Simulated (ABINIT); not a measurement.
A run of ABINIT 10.8.3 (patched build) is set up as follows.

Contents of run.abi:

```
pp_dirpath "./"
pseudos "Ni.upf, O.upf"

acell 3*1.0
rprim
     5.2889312074     0.0000000000     0.0000000000
    -2.6444656037     4.5803487846     0.0000000000
     0.0000000000     0.0000000000     8.7272711388
ntypat 2
znucl 28 8
natom 3
typat 1 2 2
xred
     0.0000000000     0.0000000000     0.5000000000
     0.3333333333     0.6666666667     0.2939610000
     0.6666666667     0.3333333333     0.7060390000

ecut 46.0

kptopt 1
ngkpt 8 8 4
nshiftk 1
shiftk 0.0 0.0 0.0

ixc 7

nband 20
occopt 3
tsmear 0.05 eV

nsppol 2
spinat
     0.0000000000     0.0000000000     1.0000000000
     0.0000000000     0.0000000000     0.0000000000
     0.0000000000     0.0000000000     0.0000000000

nstep 100
tolvrs 1.0e-10

iomode 3
prtwf 0
prteig 0
prtebands 0
enunit 2
prtden 1
prtvha 1
prtvclmb 1
prtpot 1
```

Potentials or basis: PseudoDojo NC SR LDA v0.4.1 standard.

The run is started by

```bash
$ mpirun --bind-to none -np 4 abinit run.abi > log 2>&1
```

Problem. What does it give for the net moment?

Solution. 0.00 μB per cell.

Problem. What does it give for the pressure?

Solution. -11.5 GPa.

Forces on the atoms (eV/Å):
```
Ni   0.000  0.000  0.000
O    0.000  0.000  0.885
O    0.000  0.000 -0.885
```

Caveat: small starting moments can end in a higher magnetic state in this program.
